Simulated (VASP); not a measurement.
Wanted: the native input for a VASP 6.6.1 run.

```
Task                   : single point
Functional             : r2SCAN
Potentials or basis    : VASP PAW PBE potentials, release 64 (Ru_pv, S)
Cutoff                 : 520 eV
k mesh                 : 6 × 6 × 4
Occupations            : gaussian, width 0.05 eV
Spin                   : collinear spin, ferromagnetic start
Starting moments       : [1.0, 0.0, 0.0] μB
Fixed moment           : 1 μB
Hubbard terms          : Ru d U = 4 eV
Further INCAR settings : ALGO = Normal; EDIFF = 1e-06; NBANDS = 24
```

The structure of RuS2 lies in POSCAR:

```
RuS2
1.0
    3.5211794000      0.0000000000      0.0000000000
   -1.7605897000      3.0494308100      0.0000000000
    0.0000000000      0.0000000000      5.6803931900
Ru S
1 2
Direct
    0.0000000000      0.0000000000      0.0000000000
    0.3333333333      0.6666666667      0.2520000000
    0.6666666667      0.3333333333      0.7480000000
```

The cell comes from a database or a generator and needn't be the stable form of this composition.

The input as run:

INCAR

```
ALGO = Normal ; EDIFF = 1E-6
ENCUT = 520 ; ISIF = 2
ISMEAR = 0 ; ISPIN = 2
LASPH = T ; LCHARG = F
LDAU = T ; LDAUJ = 0 0
LDAUL = 2 -1 ; LDAUPRINT = 1
LDAUTYPE = 2 ; LDAUU = 4 0
LMAXMIX = 4 ; LMIXTAU = T
LORBIT = 11 ; LREAL = F
LWAVE = F ; MAGMOM = 1 0 0
METAGGA = R2SCAN ; NBANDS = 24
NELM = 80 ; NUPDOWN = 1
PREC = Accurate ; SIGMA = 0.05
```

KPOINTS

```
k-points
0
Gamma
  6 6 4
```

Potentials or basis: VASP PAW PBE potentials, release 64 (Ru_pv, S).

Launch:

```console
$ cat potpaw_PBE.64/Ru_pv/POTCAR potpaw_PBE.64/S/POTCAR > POTCAR
$ mpirun -np 1 vasp_std > vasp.out
```

Results of the run:

- Pressure: -11.4 GPa
- Largest force: 1.151 eV/Å
- Net moment: 1.00 μB per cell
- Site moments: Ru +1.44; S -0.15 μB
- Valence electrons inside the program's atomic spheres: Ru 12.34; S 3.62

Caveat: the PAW data sets were made with another functional, which shifts forces and pressure a little; the total moment is fixed, so each spin has its own Fermi level.

Wall time 3.5 min on 1 thread of Intel(R) Xeon(R) Platinum 8488C (Sapphire Rapids), with other jobs on the host, peak memory 0.24 GiB.
